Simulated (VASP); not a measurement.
Input of a VASP 6.6.1 run:

File INCAR:

```
PREC     = Accurate       # precision mode
ENCUT    = 520            # plane-wave cutoff, eV
EDIFF    = 1E-7           # SCF threshold, eV
ISMEAR   = -1             # smearing method
SIGMA    = 0.02           # smearing width, eV
LREAL    = False          # projectors in reciprocal space
LASPH    = True           # aspherical terms in the spheres
NELM     = 100            # most SCF steps
ALGO     = Normal         # electronic algorithm
ISIF     = 2              # what is computed and relaxed
LWAVE    = False          # write WAVECAR
LCHARG   = False          # write CHGCAR
GGA      = PE             # functional
NBANDS   = 19             # bands
```

The input KPOINTS:

```
regular mesh
0
Gamma
  10 10 10
```

POSCAR

```
TiO2
1.0
    0.0000000000      2.3968272404      2.3968272404
    2.5236194014      0.0000000000      2.3968272404
    2.5236194014      2.3968272404      0.0000000000
Ti O
1 2
Direct
    0.0000000000      0.0000000000      0.0000000000
    0.2500000000      0.2500000000      0.2500000000
    0.7500000000      0.7500000000      0.7500000000
```

Potentials or basis: VASP PAW PBE potentials, release 64 (Ti_sv, O).

Run with:

```bash
$ cat potpaw_PBE.64/Ti_sv/POTCAR potpaw_PBE.64/O/POTCAR > POTCAR
$ mpirun -np 1 vasp_std > vasp.out
```

Problem. What does it give for the pressure?

Solution. -5.8 GPa.

Problem. What does it give for the band gap on the k mesh?

Solution. 0.74 eV, indirect (least direct gap 1.33 eV).

Stress tensor (GPa, compression positive):
```
-22.75   0.00   0.00
  0.00   2.73   0.00
  0.00   0.00   2.73
```

A k mesh can miss the band edges.
